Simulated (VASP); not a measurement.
Input of a VASP 6.6.1 run:

The input INCAR:

```
  PREC = Accurate
  ENCUT = 520
  EDIFF = 1E-7
  ISMEAR = -1
  SIGMA = 0.05
  LREAL = F
  LASPH = T
  NELM = 100
  ALGO = Normal
  ISIF = 2
  LWAVE = F
  LCHARG = F
  GGA = PE
  IVDW = 13
  NBANDS = 26
```

File KPOINTS:

```
Automatic mesh
0
Gamma
  7 7 4
```

File POSCAR:

```
CdSe
1.0
    4.3227199097      0.0000000000      0.0000000000
   -2.1613599548      3.7435852552      0.0000000000
    0.0000000000      0.0000000000      7.0643695875
Cd Se
2 2
Direct
    0.6666666667      0.3333333333      0.5048550141
    0.3333333333      0.6666666667      0.0048550141
    0.6666666667      0.3333333333      0.8801449859
    0.3333333333      0.6666666667      0.3801449859
```

Potentials or basis: VASP PAW PBE potentials, release 64 (Cd, Se).

The run is started by

```console
$ cat potpaw_PBE.64/Cd/POTCAR potpaw_PBE.64/Se/POTCAR > POTCAR
$ mpirun -np 1 vasp_std > vasp.out
```

Task: Estimate the dispersion energy per atom.

Result: -0.318 eV.

Task: What does it give for the band gap on the k mesh?

Result: 0.63 eV, direct.

Forces in eV/Å, atoms in the order of the input:
```
Cd   0.000  0.000  0.002
Cd   0.000  0.000  0.002
Se   0.000  0.000 -0.002
Se   0.000  0.000 -0.002
```

**Experimental background.**

From a printed reference work, data compilation, for a bulk crystal of CdSe at 2 K: band gap 1.841 eV.

A measured gap of CdSe is 1.841 eV (2 K; a printed reference work, data compilation); the calculated 0.63 eV misses it by -1.21 eV. So large a miss can be the level of theory's own, or it may mean another phase, state or a wrong row. Spin-orbit coupling on Cd, Se is left out. The value is that of PBE+D4, without temperature or zero-point motion. Semilocal functionals fall short of measured gaps as a rule.
